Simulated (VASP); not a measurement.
# Cl (Cmce) in VASP: notebook

The runs below take Cl through relaxation of cell and atoms, with PBE, PBE+D3(BJ).

All numbers are computed with VASP 6.6.1; they aren't measurements. Logs are shortened: lines on timing, memory, paths and dates and some standing lists are left out, and cuts for length are marked.

### 1 Starting point

It takes space group Cmce (No. 64, orthorhombic). Conventional cell: a = 6.598 Å, b = 4.085 Å, c = 8.090 Å, α = 90.00°, β = 90.00°, γ = 90.00°. Around Cl (site symmetry m) lie 1 Cl at 2.02 Å.

The cell was built by a generator and needn't be a form met in nature.

### 2 Relaxation of cell and atoms, PBE, target pressure 1.15 GPa, at which the enthalpy is minimised

The input, INCAR:

```
PREC     = Accurate       # precision mode
ENCUT    = 600            # plane-wave cutoff, eV
EDIFF    = 1E-7           # SCF threshold, eV
ISMEAR   = 0              # smearing method
SIGMA    = 0.03           # smearing width, eV
LREAL    = False          # projectors in reciprocal space
LASPH    = True           # aspherical terms in the spheres
NELM     = 80             # most SCF steps
ALGO     = Normal         # electronic algorithm
ISIF     = 3              # what is computed and relaxed
LWAVE    = False          # write WAVECAR
LCHARG   = False          # write CHGCAR
GGA      = PE             # functional
IBRION   = 2              # ionic algorithm
NSW      = 90             # ionic steps
EDIFFG   = -0.005         # ionic threshold
PSTRESS  = 11.5
```

The input, KPOINTS:

```
Automatic mesh
0
Gamma
  8 8 4
```

The input, POSCAR:

```
Cl                                      
1.0
    3.2992140235     -2.0425490496      0.0000000000
    3.2992140235      2.0425490496     -0.0000000000
    0.0000000000     -0.0000000000      8.0904441413
  Cl            
     4
Direct
     0.8764434210503987    0.1235565789496011    0.1081079083499070
     0.6235565789496013    0.3764434210503987    0.6081079083499071
     0.1235565789496011    0.8764434210503987    0.8918920916500929
     0.3764434210503987    0.6235565789496014    0.3918920916500929
```

Potentials or basis: VASP PAW PBE potentials, release 64 (Cl).

Run with:

```console
$ cat potpaw_PBE.64/Cl/POTCAR > POTCAR
$ mpirun -np 1 vasp_std > vasp.out
```

OUTCAR:

```text
PREC = Accurate
   ENCUT = 600
   EDIFF = 1E-7
   ISMEAR = 0
   LREAL = False
   LASPH = True
   NELM = 80
   ISIF = 3
   GGA = PE
   IBRION = 2
   NSW = 90
   EDIFFG = -0.005
   PSTRESS = 11.5

 ion  position               nearest neighbor table
   1  0.876  0.124  0.108-   3 2.02
   2  0.624  0.376  0.608-   4 2.02
   3  0.124  0.876  0.892-   1 2.02
   4  0.376  0.624  0.392-   2 2.02

  LATTYP: Found a base centered orthorhombic cell.
 ALAT       =     4.0850980992
 B/A-ratio  =     1.6152434744
 C/A-ratio  =     1.9804773214

  Lattice vectors:

 A1 = (  -3.2992140235,  -2.0425490496,   0.0000000000)
 A2 = (   3.2992140235,  -2.0425490496,   0.0000000000)
 A3 = (   0.0000000000,   0.0000000000,   8.0904441413)

Analysis of symmetry for initial positions (statically):
=====================================================================
 Subroutine PRICEL returns:
 Original cell was already a primitive cell.

 Routine SETGRP: Setting up the symmetry group for a
 base centered orthorhombic supercell.

 Subroutine GETGRP returns: Found  8 space group operations
 (whereof  4 operations were pure point group operations)
 out of a pool of  8 trial point group operations.

The static configuration has the point symmetry C_2h.
 The point group associated with its full space group is D_2h.

Analysis of symmetry for dynamics (positions and initial velocities):
=====================================================================
 Subroutine PRICEL returns:
 Original cell was already a primitive cell.

 Routine SETGRP: Setting up the symmetry group for a
 base centered orthorhombic supercell.

 Subroutine GETGRP returns: Found  8 space group operations
 (whereof  4 operations were pure point group operations)
 out of a pool of  8 trial point group operations.

The dynamic configuration has the point symmetry C_2h.
 The point group associated with its full space group is D_2h.

 Subroutine INISYM returns: Found  8 space group operations
 (whereof  4 operations are pure point group operations),
 and found     1 'primitive' translations

----------------------------------------------------------------------------------------

                                     Primitive cell

  volume of cell :     109.0399

[... 98 lines left out ...]
   ISIF   =      3    stress and relaxation
   ISYM   =      2    0-nonsym 1-usesym 2-fastsym
   POTIM  = 0.5000    time-step for ionic-motion
   TEBEG  =    0.0;   TEEND  =   0.0 temperature during run
   PSTRESS=   11.5 pullay stress
   NELECT =      28.0000    total number of electrons
   NUPDOWN=      -1.0000    fix difference up-down
   EMIN   =  10.00;   EMAX   =-10.00  energy-range for DOS
   EFERMI =   0.00;   METHOD = LEGACY
   ISMEAR =     0;   SIGMA  =   0.03  broadening in eV -4-tet -1-fermi 0-gaus
   EFERMI_NEDOS =   21; number of points for ismear=-14 and -15
   IALGO  =     38    algorithm
   IMIX   =      4    mixing-type and parameters
     AMIX     =   0.40;   BMIX     =  1.00
     AMIX_MAG =   1.60;   BMIX_MAG =  1.00
  volume/ion in A,a.u.               =      27.26       183.96
  Fermi-wavevector in a.u.,A,eV,Ry     =   1.040557  1.966367 14.731819  1.082758
  Thomas-Fermi vector in A             =   2.175138
   LORBIT       =      0    0 simple, 1 ext, 2 COOP (PROOUT), +10 PAW based schemes
   GGA     = PE    functional components
   LHFCALC =     F    Hartree Fock is set to
   AEXX    =    0.0000 exact exchange contribution
   IVDW    =     0    specifies the selected vdW correction
   LEPSILON=     F    determine dielectric tensor
   LRPA    =     F    only Hartree local field effects (RPA)
 conjugate gradient relaxation of ions
 non-spin polarized calculation
 Gauss-broadening in eV      SIGMA  =   0.03
  energy-cutoff  :      600.00
  volume of cell :      109.04
 maximum number of plane-waves:      3662
   NGX = 15   NGY = 15   NGZ = 33

--------------------------------------- Ionic step        1  -------------------------------------------

 number of electron      27.9999994 magnetization

 Free energy of the ion-electron system (eV)
  ---------------------------------------------------
  ext. energy  EPLUGINS =         0.00000000
  ---------------------------------------------------
  free energy    TOTEN  =        -7.31259327 eV

  energy without entropy =       -7.31259327  energy(sigma->0) =       -7.31259327

------------------------ aborting loop because EDIFF is reached ----------------------------------------

  FORCE on cell =-STRESS in cart. coord.  units (eV):
  Direction    XX          YY          ZZ          XY          YZ          ZX
  --------------------------------------------------------------------------------------
  -------------------------------------------------------------------------------------
  Total        0.8259301      0.8096182      0.7911626      0.0000000      0.0000000      0.0000000
  in kB       12.1358035     11.8961249     11.6249473      0.0000000      0.0000000      0.0000000
  external PRESSURE =       0.3856252 kB  Pullay stress =      11.5000000 kB
[... 267 lines left out ...]
--------------------------------------- Ionic step        8  -------------------------------------------

 number of electron      27.9999994 magnetization

 Free energy of the ion-electron system (eV)
  ---------------------------------------------------
  ext. energy  EPLUGINS =         0.00000000
  ---------------------------------------------------
  free energy    TOTEN  =        -7.31809411 eV

  energy without entropy =       -7.31809411  energy(sigma->0) =       -7.31809411

 E-fermi :   0.0837     XC(G=0):  -7.9791

 val. band max:       -0.1176358503   @ k =   0.0000   0.0000   0.0000
 cond. band min:       2.2110275373   @ k =   0.0000   0.0000   0.0000
 fundamental gap:      2.3286633877
 Fermi energy:         0.0837415587

 k-point     1 :       0.0000    0.0000    0.0000
  band No.  band energies     occupation
      1     -16.8994      2.00000
      2     -16.5619      2.00000
      3     -13.1021      2.00000
      4     -12.1783      2.00000
      5      -5.8124      2.00000
      6      -4.4736      2.00000
[... 481 lines left out ...]
      5      -5.6275      2.00000
      6      -4.9282      2.00000
[... 10 lines left out ...]
     17       7.7195      0.00000
     18       8.0224      0.00000

 [... further k-points ...]

------------------------ aborting loop because EDIFF is reached ----------------------------------------

  FORCE on cell =-STRESS in cart. coord.  units (eV):
  Direction    XX          YY          ZZ          XY          YZ          ZX
  --------------------------------------------------------------------------------------
  -------------------------------------------------------------------------------------
  Total        0.7895654      0.7849871      0.7913094      0.0000000     -0.0000000      0.0000000
  in kB       11.5226435     11.4558295     11.5480948      0.0000000     -0.0000000      0.0000000
  external PRESSURE =       0.0088559 kB  Pullay stress =      11.5000000 kB
[... 23 lines left out ...]
  energy  without entropy=       -7.3180941090  energy(sigma->0) =       -7.31809411

  enthalpy is  TOTEN    =        -6.5300803531 eV   P V=        0.7880137559

 reached required accuracy - stopping structural energy minimisation
```

OSZICAR:

```text
N       E                     dE             d eps       ncg     rms          rms(c)
DAV:   1     0.210376998454E+03    0.21038E+03   -0.13532E+04  2268   0.149E+03
DAV:   2     0.694372644214E+01   -0.20343E+03   -0.19956E+03  3340   0.245E+02
DAV:   3    -0.757931539893E+01   -0.14523E+02   -0.14491E+02  2780   0.804E+01
DAV:   4    -0.775533030634E+01   -0.17601E+00   -0.17590E+00  2792   0.103E+01
[... 61 lines left out ...]
DAV:   2    -0.731809481388E+01    0.89026E-06   -0.24973E-06  2368   0.969E-03    0.259E-03
DAV:   3    -0.731809455952E+01    0.25437E-06   -0.76821E-07  2302   0.478E-03    0.203E-03
DAV:   4    -0.731809425269E+01    0.30683E-06   -0.17161E-08  1160   0.985E-04    0.625E-04
DAV:   5    -0.731809411736E+01    0.13533E-06   -0.19000E-08  1158   0.891E-04    0.194E-04
DAV:   6    -0.731809410899E+01    0.83755E-08   -0.18567E-09  1152   0.345E-04
   8 F= -.65300804E+01 E0= -.65300804E+01  d E =-.595340E-04
```

Run time: 8.1 min. Hardware: 1 thread of AMD EPYC 7R13 (Zen 3), shared host; peak memory 0.28 GiB.

Results:

```
Free energy                                            : -7.3181 eV
Relaxed volume                                         : 27.45 Å³/atom
Relaxed cell                                           : a = 3.892 Å, b = 3.892 Å, c = 8.101 Å, α = 90.00°, β = 90.00°, γ = 63.47°
Space group after relaxing (to 0.05 Å)                 : Cmce (No. 64)
Energy change on relaxing (the enthalpy is what falls) : -1.4 meV/atom
Ionic steps                                            : 8
Pressure after relaxing                                : 1.2 GPa
Largest force after relaxing                           : 0.005 eV/Å
Band gap on the k mesh                                 : 2.33 eV, direct
```

Forces in eV/Å, atoms in the order of the input:
```
Cl   0.000 -0.001  0.005
Cl   0.000  0.001  0.005
Cl   0.000  0.001 -0.005
Cl   0.000 -0.001 -0.005
```

Step by step:
```tsv
step	energy change (eV)	largest force (eV/Å)	pressure (GPa)	volume (Å³)
1	0.0000	0.0102	1.19	109.04
2	-0.0008	0.0031	1.20	109.14
3	-0.0026	0.0196	1.22	109.39
4	-0.0030	0.0176	1.21	109.45
5	-0.0041	0.0114	1.18	109.60
6	-0.0063	0.0035	1.13	109.90
7	-0.0054	0.0053	1.15	109.78
8	-0.0055	0.0048	1.15	109.79
```

Final structure:
```
Cl
1.0
     3.30996   -2.04716    0.00000
     3.30996    2.04716    0.00000
     0.00000    0.00000    8.10105
Cl
4
Cartesian
  3.3100 -1.5431 0.8743
  3.3100 -0.5040 4.9249
  3.3100 1.5431 7.2267
  3.3100 0.5040 3.1762
```

Levels at points of the mesh, in eV from the valence-band top:
```csv
k point,band 11,band 12,band 13,band 14,band 15,band 16,band 17,band 18
"(0.00, 0.00, 0.00)",-0.96,-0.36,-0.20,0.00,2.33,3.17,6.79,7.17
"(0.50, 0.00, 0.00)",-0.83,-0.83,-0.33,-0.33,3.02,3.02,8.01,8.01
"(0.50, 0.50, 0.00)",-1.38,-1.12,-0.39,-0.14,2.40,3.00,8.42,8.47
"(0.00, 0.00, 0.50)",-0.80,-0.80,-0.10,-0.10,2.67,2.67,7.26,7.26
"(0.50, 0.00, 0.50)",-0.58,-0.58,-0.08,-0.08,2.73,2.73,8.29,8.29
"(0.50, 0.50, 0.50)",-0.89,-0.89,-0.72,-0.72,2.63,2.63,9.05,9.05
```

Caveat: the cell is relaxed towards a set pressure, so the enthalpy falls and the energy may rise.

### 3 Relaxation of cell and atoms, PBE+D3(BJ), target pressure 1.15 GPa, at which the enthalpy is minimised

This run uses another cell than the first one, of 24.43 Å³/atom, 0.896 times its volume.

The input, INCAR:

```
SYSTEM = Cl
PREC = Accurate
ENCUT = 600
EDIFF = 1E-6
ISMEAR = 0
SIGMA = 0.03
LREAL = .FALSE.
LASPH = .TRUE.
NELM = 80
ALGO = Normal
ISIF = 3
LWAVE = .FALSE.
LCHARG = .FALSE.
GGA = PE
IVDW = 12
IBRION = 2
NSW = 90
EDIFFG = -0.01
PSTRESS = 11.5
```

The input, KPOINTS:

```
Automatic mesh
0
G
  8 8 4
  0 0 0
```

The input, POSCAR:

```
Cl
1.0
    2.9327500000     -2.0968500000      0.0000000000
    2.9327500000      2.0968500000      0.0000000000
    0.0000000000      0.0000000000      7.9455000000
Cl
4
Direct
    0.8700000000      0.1300000000      0.1000000000
    0.6300000000      0.3700000000      0.6000000000
    0.1300000000      0.8700000000      0.9000000000
    0.3700000000      0.6300000000      0.4000000000
```

Potentials or basis: VASP PAW PBE potentials, release 64 (Cl).

Run with:

```console
$ cat potpaw_PBE.64/Cl/POTCAR > POTCAR
$ mpirun -np 1 vasp_std > vasp.out
```

It took 13 min on 1 thread of Intel Xeon 6975P-C (Granite Rapids), shared host; peak memory 0.28 GiB.

It converged, with:

| Property | Result |
| --- | --- |
| Free energy | -7.9245 eV |
| Relaxed volume | 24.49 Å³/atom |
| Relaxed cell | a = 3.685 Å, b = 3.685 Å, c = 7.942 Å, α = 90.00°, β = 90.00°, γ = 65.30° |
| Space group after relaxing (to 0.05 Å) | Cmce (No. 64) |
| Energy change on relaxing (the enthalpy is what falls) | -42.1 meV/atom |
| Ionic steps | 30 |
| Pressure after relaxing | 1.2 GPa |
| Band gap on the k mesh | 2.31 eV, direct |
| Dispersion energy per atom | -0.185 eV |

Step by step:
```
step  energy change (eV)  largest force (eV/Å)  pressure (GPa)  volume (Å³)
   1              0.0000                1.6374            4.64        97.72
   2              0.1696                1.6059           -3.80       105.39
   3             -0.1368                0.1186            0.76       100.25
   4             -0.1363                0.1380            0.91       100.13
   5             -0.1359                0.1515            0.97       100.08
   6             -0.1433                0.1448            1.00        99.80
   7             -0.1586                0.1305            1.18        98.93
   8             -0.1469                0.1759            1.96        97.06
   9             -0.1609                0.1496            1.53        98.01
  10             -0.1608                0.3438            0.24        98.93
  11             -0.1650                0.0236            1.09        98.30
  12             -0.1658                0.0254            1.10        98.26
  13             -0.1669                0.0311            1.12        98.14
  14             -0.1639                0.0460            1.22        97.82
  15             -0.1666                0.0386            1.17        98.02
  16             -0.1680                0.0230            1.25        98.09
  17             -0.1684                0.0538            1.30        98.12
  18             -0.1695                0.0323            1.21        98.23
  19             -0.1706                0.0206            1.09        98.38
  20             -0.1706                0.0201            1.09        98.37
  21             -0.1701                0.0218            1.15        98.30
  22             -0.1705                0.0201            1.10        98.36
  23             -0.1703                0.0190            1.10        98.33
  24             -0.1698                0.0172            1.11        98.24
  25             -0.1687                0.0157            1.12        98.06
  26             -0.1663                0.0230            1.15        97.70
  27             -0.1657                0.0102            1.24        97.61
  28             -0.1659                0.0039            1.21        97.64
  29             -0.1665                0.0034            1.20        97.72
  30             -0.1683                0.0011            1.16        97.95
```

Final structure:
```
CELL_PARAMETERS angstrom
3.10239 -1.98775 0.00000
3.10239 1.98775 0.00000
0.00000 0.00000 7.94167
ATOMIC_POSITIONS crystal
Cl 0.87038 0.12962 0.10954
Cl 0.62962 0.37038 0.60954
Cl 0.12962 0.87038 0.89046
Cl 0.37038 0.62962 0.39046
```

Levels at points of the mesh, in eV from the valence-band top:
```csv
k point,band 10,band 11,band 12,band 13,band 14,band 15,band 16,band 17,band 18
"(0.00, 0.00, 0.00)",-2.09,-1.08,-0.47,-0.14,0.00,2.31,3.18,7.20,7.31
"(0.50, 0.00, 0.00)",-2.57,-1.05,-1.05,-0.35,-0.35,3.06,3.06,7.99,7.99
"(0.50, 0.50, 0.00)",-2.73,-1.74,-1.33,-0.53,-0.20,2.34,2.91,8.16,8.35
"(0.00, 0.00, 0.50)",-2.16,-0.96,-0.96,-0.06,-0.06,2.65,2.65,7.59,7.59
"(0.50, 0.00, 0.50)",-2.63,-0.71,-0.71,-0.04,-0.04,2.68,2.68,8.35,8.35
"(0.50, 0.50, 0.50)",-2.68,-1.09,-1.09,-0.91,-0.91,2.53,2.53,8.99,8.99
```

Caveat: the cell is relaxed towards a set pressure, so the enthalpy falls and the energy may rise. A hybrid or GW would open this gap; PBE tends to underestimate it.

[end of part 1 of 2]
